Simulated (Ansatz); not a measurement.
The system is NiSb (Breithauptite).

```
CELL_PARAMETERS angstrom
3.92800 0.00000 0.00000
-1.96400 3.40175 0.00000
0.00000 0.00000 5.12000
ATOMIC_POSITIONS crystal
Sb 0.66667 0.33333 0.75000
Sb 0.33333 0.66667 0.25000
Ni 0.00000 0.00000 0.50000
Ni 0.00000 0.00000 0.00000
```

Alike in all runs: program Ansatz 0.2.0; functional PBE; potentials or basis Ansatz PAW; cutoff 420 eV (not typed: the program's choice for these potentials); k mesh 7 × 7 × 5; occupations fermi-dirac, width 0.05 eV.

The same cell was started in several ways:

| start | free energy over the lowest (meV/atom) | net moment (μB) | site or absolute moments (μB) | gap |
| --- | --- | --- | --- | --- |
| collinear spin, program default start; fixed moment 0 | 0.0 | 0.00 | - | - |
| collinear spin, ferromagnetic start of up to 0.75 μB; fixed moment 1.5 | 99.8 | 1.50 | Sb +0.11; Ni +0.50 | - |
| collinear spin, ferromagnetic start of up to 2 μB; fixed moment 4 | 777.8 | 4.00 | Sb +0.35; Ni +1.16 | - |
| collinear spin, ferromagnetic start of up to 1.25 μB; fixed moment 2.5 | 289.8 | 2.50 | Sb +0.20; Ni +0.78 | - |
| collinear spin, ferromagnetic start of up to 0.5 μB; fixed moment 1 | 41.9 | 1.00 | Sb +0.07; Ni +0.34 | - |
| collinear spin, ferromagnetic start of up to 0.25 μB; fixed moment 0.5 | 11.4 | 0.50 | Sb +0.03; Ni +0.18 | - |
| collinear spin, ferromagnetic start of up to 1 μB; fixed moment 2 | 184.6 | 2.00 | Sb +0.15; Ni +0.65 | - |
| collinear spin, ferromagnetic start of up to 1.5 μB; fixed moment 3 | 418.1 | 3.00 | Sb +0.24; Ni +0.92 | - |

All polarised runs hold their moment fixed, so the table maps the energy against it. A still lower state may exist.

Caveats: the total moment is fixed, so each spin has its own Fermi level.
